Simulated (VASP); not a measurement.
# Si36C35 (a cell with a defect) in VASP: a series of runs, part 2 of 2

VASP 6.6.1.

## 3. Single point, HSE06

Contents of POSCAR:

```
Si36C35                                 
1.0
   -4.6397850000     -8.0363460000      0.0000000000
    9.2795730000      0.0000000000      0.0000000000
    0.0000000000      0.0000000000     10.1265810000
  Si              C             
    36    35
Direct
     0.5465684094430958    0.1068748052582783    0.9322492176632559
     0.5551250801774101    0.4439338568412121    0.9368060982883853
     0.2219751461308389    0.1102424159342006    0.9376644786149372
     0.5551202321506509    0.7783764337680121    0.9367678018077584
     0.2201956683443738    0.4436652477085118    0.9371601420668817
     0.8843263025576458    0.1093471829815838    0.9368653666906341
     0.2219822062341647    0.7788926169160548    0.9376733139018345
     0.8843277908768615    0.4421186004904963    0.9369053500340468
     0.8884968339896848    0.7778010670660271    0.9378788804941947
     0.4456796210722768    0.8903403530443533    0.4377613644320709
     0.4457338052163349    0.2224899935846929    0.4377316092272659
     0.1156288174555893    0.8913700014835058    0.4418155784510943
     0.4455069607118482    0.5563509620610345    0.4387877000007766
     0.1116609221641864    0.2227200008194548    0.4387071376555291
     0.7800414946863138    0.8896582524469203    0.4375966721959509
     0.1116821198544532    0.5561527486038621    0.4387178533519187
     0.7769203337119082    0.2220284702615770    0.4369407484266813
     0.7799694381025770    0.5574930345086686    0.4376243050951417
     0.6508294033459643    0.0003157260620151    0.6842196094744203
     0.6507429114641835    0.3174652202547421    0.6842729269801270
     0.3833071468847560    0.0251285310998313    0.6953423476494728
     0.6682371300585508    0.6676385367619914    0.6883444292630351
     0.3333922522474814    0.3325857717383215    0.6895159741386817
     0.0032542486647167    0.0013232600130587    0.6894822193302260
     0.3333787099598978    0.6677875506279859    0.6895351611370353
     0.9950498447894808    0.3310502275195429    0.6887259897666319
     0.0032546164484799    0.6689155170094095    0.6894863837418040
     0.6656222610804614    0.9994118662297961    0.1870263500121576
     0.6656067742510834    0.3334408209897784    0.1870771284270805
     0.3316665239614298    0.9994738203698634    0.1899470006436621
     0.6675295018712075    0.6674094404818610    0.1874536188998093
     0.3332141685403704    0.3337234261230239    0.1876960030950507
     0.9998265950972760    0.9993740424185380    0.1879119336024233
     0.3332274162360611    0.6668315927046331    0.1876694314231487
     0.9986091175968821    0.3329239204518959    0.1874149188541670
     0.9998138266192793    0.6677151817117328    0.1879402567759573
     0.5554186768572863    0.4471236851561204    0.7496732724358036
     0.2279103462852980    0.1127412686953512    0.7512755041431107
     0.5554241951241587    0.7753339895616953    0.7496327658419868
     0.2192293106078828    0.4431270564277416    0.7490613059907879
     0.8828670983657948    0.1092727310597044    0.7493728422462471
     0.2279732338172990    0.7822560551215914    0.7512649220500786
     0.8827820991728091    0.4405568962945675    0.7493868839485772
     0.8903815475673230    0.7786927965534189    0.7501577907631253
     0.4436914790892364    0.8880320748868441    0.2496480338062738
     0.4436731468585365    0.2229420458334028    0.2496402870909624
     0.1096443490695725    0.8884451272146225    0.2529282515148002
     0.4448644238012506    0.5560976146434294    0.2503305992261919
     0.1105714475710752    0.2223892171068268    0.2500664643923796
     0.7785624214346257    0.8886620242033175    0.2496893733959747
     0.1106084215682615    0.5554609009429740    0.2500613738466572
     0.7769629176387781    0.2220725400567501    0.2488437522116007
     0.7785495245492654    0.5571392839723542    0.2497099863149468
     0.6690711122640277    0.9989318478429701    0.4953140814471373
     0.6690613696207588    0.3372472868405697    0.4953234510729952
     0.3378572628642321    0.0024765064178435    0.5003237510648881
     0.6682580073098987    0.6677219100119959    0.5005824348468467
     0.3340165114216752    0.3339683191725106    0.5008983222914124
     0.0019781068216207    0.0010745501380750    0.5017278228192504
     0.3339876871176916    0.6671783079381906    0.5009367905052454
     0.9993132151584696    0.3332233192570576    0.5003592330411440
     0.0019376299073117    0.6680000349287274    0.5017201721911853
     0.6642924177880627    0.9984712593188180    0.0017435351502143
     0.6643327978233657    0.3330604972390986    0.0017917712103697
     0.3268835989706966    0.9970293544146698    0.0068557855647742
     0.6657004217755361    0.6664708389318418    0.0003868571696550
     0.3323070844429045    0.3335681231232853    0.0008485379779350
     0.9985862675490872    0.0003530903114785    0.0003478283525216
     0.3323451697103557    0.6659407494014231    0.0008474036741943
     0.9977302103164287    0.3324384317863336    0.0003366668244429
     0.9985905477616556    0.6653662988479356    0.0003614839629598
```

Contents of INCAR.step1:

```
SYSTEM = Si36C35
ALGO = Normal
EDIFF = 1E-5
ENCUT = 400
GGA = PE
ICORELEVEL = 1
ISIF = 2
ISMEAR = 0
LASPH = .TRUE.
LREAL = Auto
LWAVE = .TRUE.
NBANDS = 183
NELECT = 286.0
NELM = 80
PREC = Normal
SIGMA = 0.01
```

Contents of INCAR.step2:

```
SYSTEM = Si36C35
ALGO = Normal
EDIFF = 1E-6
ENCUT = 400
GGA = PE
HFSCREEN = 0.2
ICORELEVEL = 1
ISIF = 2
ISMEAR = 0
ISTART = 1
LASPH = .TRUE.
LCHARG = .FALSE.
LHFCALC = .TRUE.
LREAL = Auto
LWAVE = .FALSE.
NBANDS = 183
NELECT = 286.0
NELM = 80
PREC = Normal
PRECFOCK = Fast
SIGMA = 0.01
```

Contents of KPOINTS:

```
k-points
0
G
  1 1 1
  0 0 0
```

Potentials or basis: VASP PAW PBE potentials, release 64 (Si, C).

On the command line:

```
> cat potpaw_PBE.64/Si/POTCAR potpaw_PBE.64/C/POTCAR > POTCAR
> cp INCAR.step1 INCAR
> mpirun -np 8 vasp_gam > vasp.out
> cp INCAR.step2 INCAR
> mpirun -np 8 vasp_gam > vasp.out
```

Run time: 68 s. Hardware: 8 MPI ranks of Intel Xeon Platinum 8488C (Sapphire Rapids), shared host; peak memory 0.44 GiB.

The run converged. Its results:

* Free energy: -585.8344 eV
* Largest force: 1.823 eV/Å
* Band gap on the k mesh: 1.29 eV, direct

Forces on the atoms (eV/Å):
```
Si   0.006  0.040  0.570
Si   0.063  0.022  0.007
Si   0.089  0.007  0.147
Si  -0.065  0.018  0.012
Si   0.001 -0.071  0.181
Si   0.031 -0.001  0.342
Si  -0.094  0.006  0.145
Si  -0.028  0.002  0.338
Si   0.002  0.064  0.274
Si   0.078 -0.044  0.478
Si  -0.076 -0.029  0.482
Si   0.000  0.019  0.078
Si  -0.004  0.023  0.227
Si  -0.029 -0.018  0.218
Si   0.001 -0.030  0.091
Si   0.010 -0.011  0.213
Si  -0.002  0.022  0.119
Si  -0.001 -0.035  0.088
Si  -1.128  1.369 -0.421
Si   1.129  1.364 -0.425
Si   0.004 -1.260 -0.649
Si   0.003  0.397  0.301
Si  -0.046 -0.166  0.015
Si  -0.144  0.071 -0.133
Si   0.052 -0.170  0.014
Si  -0.002 -0.303 -0.078
Si   0.152  0.075 -0.133
Si   0.031 -0.004  0.093
Si  -0.025 -0.006  0.087
Si  -0.003 -0.100  0.110
Si  -0.001 -0.113  0.097
Si  -0.002  0.005  0.060
Si  -0.049  0.105  0.139
Si   0.002  0.004  0.067
Si   0.005  0.012  0.096
Si   0.046  0.100  0.135
C    0.400 -0.413 -0.116
C    0.218  0.105  0.163
C   -0.402 -0.418 -0.111
C    0.000  0.099 -0.167
C    0.280  0.102 -0.053
C   -0.222  0.114  0.166
C   -0.279  0.094 -0.049
C   -0.001 -0.105 -0.146
C    0.011  0.026 -0.245
C   -0.014  0.026 -0.245
C    0.001  0.053 -0.201
C    0.000 -0.008 -0.202
C    0.001  0.006 -0.199
C   -0.003  0.016 -0.280
C    0.003  0.012 -0.198
C    0.006  0.001 -0.244
C    0.004  0.019 -0.279
C   -0.005 -0.277 -0.102
C    0.007 -0.278 -0.100
C    0.002 -0.140 -0.008
C   -0.005 -0.015 -0.075
C    0.026  0.042 -0.085
C    0.018 -0.046  0.000
C   -0.029  0.042 -0.088
C    0.004  0.001 -0.020
C   -0.017 -0.047  0.005
C   -0.042 -0.105 -0.023
C    0.037 -0.099 -0.023
C    0.000 -0.031 -0.125
C   -0.006 -0.083 -0.058
C    0.012  0.004 -0.019
C   -0.066 -0.033 -0.073
C   -0.015  0.012 -0.023
C    0.000 -0.010 -0.088
C    0.068 -0.032 -0.073
```

Levels at points of the mesh, in eV from the valence-band top:
```
           k point  band 141  band 142  band 143  band 144  band 145  band 146
(0.00, 0.00, 0.00)     -2.57     -0.85      0.00      1.29      1.51      1.56
```

Core levels (eV, on the scale of the bands):
```csv
atom,levels
1 Si,"1s -1771.2, 2s -125.0, 2p -81.0"
2 Si,"1s -1771.9, 2s -125.6, 2p -81.7"
3 Si,"1s -1771.8, 2s -125.6, 2p -81.6"
4 Si,"1s -1771.9, 2s -125.6, 2p -81.7"
5 Si,"1s -1772.0, 2s -125.8, 2p -81.8"
6 Si,"1s -1772.0, 2s -125.7, 2p -81.8"
```

Caveat: the cell is charged against a uniform background, so pressure and absolute levels hang on convention; the PAW data sets were made with another functional, which shifts forces and pressure a little.
